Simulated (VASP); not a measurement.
Runs of VASP 6.6.1 on TiAl3. It takes space group Pm-3m (No. 221, cubic). Conventional cell: a = 3.956 Å, b = 3.956 Å, c = 3.956 Å, α = 90.00°, β = 90.00°, γ = 90.00°. Around Ti (site symmetry m-3m) lie 12 Al at 2.80 Å. Around Al (site symmetry 4/mmm) lie 4 Ti at 2.80 Å and 8 Al at 2.80 Å. The cell comes from a database or a generator and needn't be the stable form of this composition.

```csv
task,cell,k mesh,cutoff (eV),k mesh for the DOS,occupations for the DOS,mesh quality,gap on the mesh (eV),pressure (GPa)
relaxation of cell and atoms,relaxed,10 × 10 × 10,600,-,-,not flagged,none,0.0
single point,"Pm-3m, 15.47 Å³/atom",4 × 4 × 4,520,-,-,coarse,none,(a)
single point,"Pm-3m, 14.81 Å³/atom",10 × 10 × 10,520,-,-,not flagged,none,7.4
single point,"Pm-3m, 15.76 Å³/atom",10 × 10 × 10,520,-,-,not flagged,none,-0.1
```

Alike in all rows: level PBE; potentials or basis VASP PAW PBE potentials, release 64 (Ti_sv, Al); no spin polarisation; smearing gaussian 0.1 eV.

**Question.** Estimate the missing entries.

**Answer.** (a) 2.1.

Caveats: some runs use coarse meshes.

A gap of «none» marks a metal or a gap under the smearing width.
